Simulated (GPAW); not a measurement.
Crystal: CuI (Marshite).

```
I Cu
1.0
     0.00000    3.03150    3.03150
     3.03150    0.00000    3.03150
     3.03150    3.03150    0.00000
I Cu
1 1
Direct
  0.00000 0.00000 0.00000
  0.75000 0.75000 0.75000
```

Base run:

```yaml
Program: GPAW 26.7.0
Functional: PBEsol
Potentials_or_basis: PAW data sets generated in the run's folder for this functional
Cutoff: 600 eV
Basis: pw
k_mesh: 8 × 8 × 8
Occupations: gaussian, width 0.02 eV
Spin: no spin polarisation
```

Its results: band gap on the k mesh 1.03 eV, direct; pressure -1.9 GPa.

The run is repeated on the same cell with these changes: functional from PBEsol to BLYP; occupations from gaussian, width 0.02 eV to fermi-dirac, width 0.05 eV. What comes out?

Band gap on the k mesh 1.18 eV, direct; pressure 3.9 GPa.

Caveats: spin-orbit coupling is left out, which moves the levels of the heavy elements.

Not every run made on this cell is shown here.
